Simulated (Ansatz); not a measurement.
All numbers below come from DFT PBE, scalar-relativistic, plane waves, PAW in Ansatz. All cells share a 420 eV cutoff and Γ-centred k meshes spaced at most about 0.3 Å⁻¹ (about 0.25 or finer for metals, 2π included). No spin polarisation in the final relaxations.

All energies are static (0 K, no zero-point motion).

Two forms of Al were relaxed alike.

A.

```
Al
1.0
     1.41325   -4.48042    0.00000
     1.41325    4.48042    0.00000
     0.00000    0.00000    5.47844
Al
4
Direct
  0.50000 0.50000 0.00000
  0.50000 0.50000 0.50000
  0.22905 0.77095 0.25000
  0.77095 0.22905 0.75000
```

B.

```
Al
1.0
     0.00000    2.02048    2.02048
     2.02048    0.00000    2.02048
     2.02048    2.02048    0.00000
Al
1
Cartesian
  2.0205 2.0205 2.0205
```

Task: Which form is favoured at zero pressure, and by what margin per atom?

Result: B is lower, by 71 meV/atom. A has space group Cmcm (No. 63), 17.3 Å³/atom and no gap on its mesh; B has the fcc type, space group Fm-3m (No. 225), 16.5 Å³/atom and no gap. Counting all near atoms (those within 1.25 times the shortest distance at each site; a slash parts the counts of unlike sites), A has Al 10/12 and B has Al 12. The denser one is the lower, and pressure would at first widen the difference. In A, Al on a site of symmetry 2/m has 10 Al at 2.74–2.84 Å; Al on a site of symmetry m2m is surrounded by 8 Al at 2.79–2.84 Å and 4 Al at 3.11 Å. In B, Al is surrounded by 12 Al at 2.86 Å. Both come from invented guesses. The part of the Crystallography Open Database at hand lists Al in space groups No. 225, 229; sharing a group (Fm-3m) doesn't make a cell the listed structure.

Cells relaxed within their symmetry can be saddle points. The Fm-3m cell of Al came from shaking the Cmcm one.
